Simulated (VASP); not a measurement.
# Cu (Im-3m) in VASP: single point with HSE06

Aim: the single point of Cu with HSE06.

Program: VASP 6.6.1. These are calculated values, not measurements. Logs are shortened: lines on timing, memory, paths and dates and some standing lists are left out, and cuts for length are marked.

**1. The structure**

Symmetry: Im-3m, No. 229, cubic system. Conventional cell: a = 2.836 Å, b = 2.836 Å, c = 2.836 Å, α = 90.00°, β = 90.00°, γ = 90.00°. Around Cu (site symmetry m-3m) lie 8 Cu at 2.46 Å.

This isn't the form of Cu at room conditions, which is fcc.

**2. Single point, HSE06**

POSCAR reads:

```
Cu
1.0
   -1.4180800000      1.4180800000      1.4180800000
    1.4180800000     -1.4180800000      1.4180800000
    1.4180800000      1.4180800000     -1.4180800000
Cu
1
Direct
    0.0000000000      0.0000000000      0.0000000000
```

INCAR.step1 reads:

```
SYSTEM = Cu
  PREC = Accurate
  ENCUT = 520
  EDIFF = 1E-5
  ISMEAR = 0
  SIGMA = 0.1
  LREAL = .False.
  LASPH = .True.
  NELM = 80
  ALGO = Normal
  ISIF = 2
  LWAVE = .True.
  NBANDS = 12
  GGA = PE
```

INCAR.step2 reads:

```
SYSTEM = Cu
  PREC = Accurate
  ENCUT = 520
  EDIFF = 1E-7
  ISMEAR = 0
  SIGMA = 0.1
  LREAL = .False.
  LASPH = .True.
  NELM = 80
  ALGO = Normal
  ISIF = 2
  LWAVE = .False.
  LCHARG = .True.
  GGA = PE
  LHFCALC = .True.
  HFSCREEN = 0.2
  PRECFOCK = Fast
  LELF = .True.
  LVHAR = .True.
  NBANDS = 12
  ISTART = 1
```

KPOINTS reads:

```
regular mesh
0
Gamma
  10 10 10
  0 0 0
```

Potentials or basis: VASP PAW PBE potentials, release 64 (Cu).

On the command line:

```bash
$ cat potpaw_PBE.64/Cu/POTCAR > POTCAR
$ cp INCAR.step1 INCAR
$ mpirun -np 1 vasp_std > vasp.out
$ cp INCAR.step2 INCAR
$ mpirun -np 1 vasp_std > vasp.out
```

OUTCAR:

```text
SYSTEM = Cu
   PREC = Accurate
   ENCUT = 520
   EDIFF = 1E-7
   ISMEAR = 0
   LREAL = .False.
   LASPH = .True.
   NELM = 80
   ISIF = 2
   GGA = PE
   LHFCALC = .True.
   HFSCREEN = 0.2
   PRECFOCK = Fast
   ISTART = 1

 ion  position               nearest neighbor table
   1  0.000  0.000  0.000-

  LATTYP: Found a body centered cubic cell.
 ALAT       =     2.8361600000

  Lattice vectors:

 A1 = (  -1.4180800000,   1.4180800000,   1.4180800000)
 A2 = (   1.4180800000,  -1.4180800000,   1.4180800000)
 A3 = (   1.4180800000,   1.4180800000,  -1.4180800000)

Analysis of symmetry for initial positions (statically):
=====================================================================
 Subroutine PRICEL returns:
 Original cell was already a primitive cell.

 Routine SETGRP: Setting up the symmetry group for a
 body centered cubic supercell.

 Subroutine GETGRP returns: Found 48 space group operations
 (whereof 48 operations were pure point group operations)
 out of a pool of 48 trial point group operations.

The static configuration has the point symmetry O_h .

Analysis of symmetry for dynamics (positions and initial velocities):
=====================================================================
 Subroutine PRICEL returns:
 Original cell was already a primitive cell.

 Routine SETGRP: Setting up the symmetry group for a
 body centered cubic supercell.

 Subroutine GETGRP returns: Found 48 space group operations
 (whereof 48 operations were pure point group operations)
 out of a pool of 48 trial point group operations.

The dynamic configuration has the point symmetry O_h .

 Subroutine INISYM returns: Found 48 space group operations
 (whereof 48 operations are pure point group operations),
 and found     1 'primitive' translations

----------------------------------------------------------------------------------------

                                     Primitive cell

  volume of cell :      11.4068

  direct lattice vectors                    reciprocal lattice vectors
    -1.418080000  1.418080000  1.418080000     0.000000000  0.352589417  0.352589417
     1.418080000 -1.418080000  1.418080000     0.352589417  0.000000000  0.352589417
     1.418080000  1.418080000 -1.418080000     0.352589417  0.352589417  0.000000000

  length of vectors
     2.456186609  2.456186609  2.456186609     0.498636735  0.498636735  0.498636735

  position of ions in fractional coordinates (direct lattice)
     0.000000000  0.000000000  0.000000000

[... 87 lines left out ...]
   NUPDOWN=      -1.0000    fix difference up-down
   EMIN   =  10.00;   EMAX   =-10.00  energy-range for DOS
   EFERMI =   0.00;   METHOD = LEGACY
   ISMEAR =     0;   SIGMA  =   0.10  broadening in eV -4-tet -1-fermi 0-gaus
   EFERMI_NEDOS =   21; number of points for ismear=-14 and -15
   IALGO  =     38    algorithm
   IMIX   =      1    mixing-type and parameters
     AMIX     =   0.40;   BMIX     =  1.00
     AMIX_MAG =   1.60;   BMIX_MAG =  1.00
  volume/ion in A,a.u.               =      11.41        76.98
  Fermi-wavevector in a.u.,A,eV,Ry     =   1.617403  3.056449 35.592752  2.615993
  Thomas-Fermi vector in A             =   2.711834
   LORBIT       =      0    0 simple, 1 ext, 2 COOP (PROOUT), +10 PAW based schemes
   GGA     = PE    functional components
   LHFCALC =     T    Hartree Fock is set to
   PRECFOCK=fast      Normal, Fast or Accurate (Low or Medium for compatibility)
   ENCUT4O =  -1.0   cutoff for four orbital integrals eV
   NKREDX  =     1    reduce k-point grid by
   NKREDY  =     1    reduce k-point grid by
   NKREDZ  =     1    reduce k-point grid by
   AEXX    =    0.2500 exact exchange contribution
   HFSCREEN=    0.2000 screening length (either q_TF or 0.3 A-1)
   HFSCREENC=   0.2000 screening length for correlation (either q_TF or 0.3 A-1)
   ENCUTFOCK=  -1.0 apply spherical cutoff to Coloumb kernel
   IVDW    =     0    specifies the selected vdW correction
   LEPSILON=     F    determine dielectric tensor
   LRPA    =     F    only Hartree local field effects (RPA)
 non-spin polarized calculation
 Gauss-broadening in eV      SIGMA  =   0.10
  energy-cutoff  :      520.00
  volume of cell :       11.41
 maximum number of plane-waves:       321
  NGX = 12; NGY = 12; NGZ = 12

 number of electron      10.9999989 magnetization

 Free energy of the ion-electron system (eV)
  ---------------------------------------------------
  ext. energy  EPLUGINS =         0.00000000
  ---------------------------------------------------
  free energy    TOTEN  =        -3.57216234 eV

  energy without entropy =       -3.56957025  energy(sigma->0) =       -3.57086630

 E-fermi :   7.6092     XC(G=0): -10.4530

 val. band max:        7.5592501315   @ k =   0.4000   0.1000   0.0000
 cond. band min:       7.8447994803   @ k =  -0.3000   0.4000   0.2000
 fundamental gap:      0.2855493488
 Fermi energy:         7.6092352539

 k-point     1 :       0.0000    0.0000    0.0000
  band No.  band energies     occupation
      1      -2.8650      2.00000
      2       3.0829      2.00000
      3       3.0829      2.00000
      4       3.0829      2.00000
      5       4.1783      2.00000
      6       4.1783      2.00000
      7      34.4448      0.00000
      8      34.4448      0.00000
      9      34.4448      0.00000
     10      38.8252      0.00000
     11      39.0270      0.00000
     12      39.1120      0.00000
[... 331 lines left out ...]
 k-point    24 :      -0.3000    0.3000    0.1000
  band No.  band energies     occupation
      1       0.7064      2.00000
      2       2.7343      2.00000
      3       3.1400      2.00000
      4       3.8867      2.00000
      5       4.3387      2.00000
      6       4.7807      2.00000
      7      20.6690      0.00000
      8      27.2044      0.00000
      9      27.7539      0.00000
     10      34.2719      0.00000
     11      34.8537      0.00000
     12      37.5896      0.00000

 [... further k-points ...]
[... 5 lines left out ...]
  --------------------------------------------------------------------------------------
  -------------------------------------------------------------------------------------
  Total        0.5855366      0.5855366      0.5855366      0.0000000      0.0000000      0.0000000
  in kB       82.2436690     82.2436690     82.2436690      0.0000000      0.0000000      0.0000000
  external PRESSURE =      82.2436690 kB  Pullay stress =       0.0000000 kB

 VOLUME and BASIS-vectors are now :
 -----------------------------------------------------------------------------
  energy-cutoff  :      520.00
  volume of cell :       11.41
      direct lattice vectors                 reciprocal lattice vectors
    -1.418080000  1.418080000  1.418080000     0.000000000  0.352589417  0.352589417
     1.418080000 -1.418080000  1.418080000     0.352589417  0.000000000  0.352589417
     1.418080000  1.418080000 -1.418080000     0.352589417  0.352589417  0.000000000

 POSITION                                       TOTAL-FORCE (eV/Angst)
 -----------------------------------------------------------------------------------
      0.00000      0.00000      0.00000        -0.000000      0.000000     -0.000000
 -----------------------------------------------------------------------------------
    total drift:                               -0.000002     -0.000004     -0.000005

  FREE ENERGIE OF THE ION-ELECTRON SYSTEM (eV)
  ---------------------------------------------------
  free  energy   TOTEN  =        -3.5721623409 eV

  energy  without entropy=       -3.5695702534  energy(sigma->0) =       -3.57086630
```

OUTCAR.step1:

```text
SYSTEM = Cu
   PREC = Accurate
   ENCUT = 520
   EDIFF = 1E-5
   ISMEAR = 0
   LREAL = .False.
   LASPH = .True.
   NELM = 80
[... 577 lines left out ...]
 -----------------------------------------------------------------------------------
      0.00000      0.00000      0.00000         0.000000      0.000000      0.000000
 -----------------------------------------------------------------------------------
    total drift:                                0.000000     -0.000000      0.000000

  FREE ENERGIE OF THE ION-ELECTRON SYSTEM (eV)
  ---------------------------------------------------
  free  energy   TOTEN  =        -3.6537420381 eV

  energy  without entropy=       -3.6502314751  energy(sigma->0) =       -3.65198676
```

Wall time 1.6 h (1 thread of AMD EPYC 7R43 (Zen 3), shared host); peak memory 0.2 GiB.

What came out:

```
Free energy            : -3.5722 eV
Pressure               : 8.2 GPa
Band gap on the k mesh : none (metal or under the smearing width)
```

Caveat: the PAW data sets were made with another functional, which shifts forces and pressure a little.
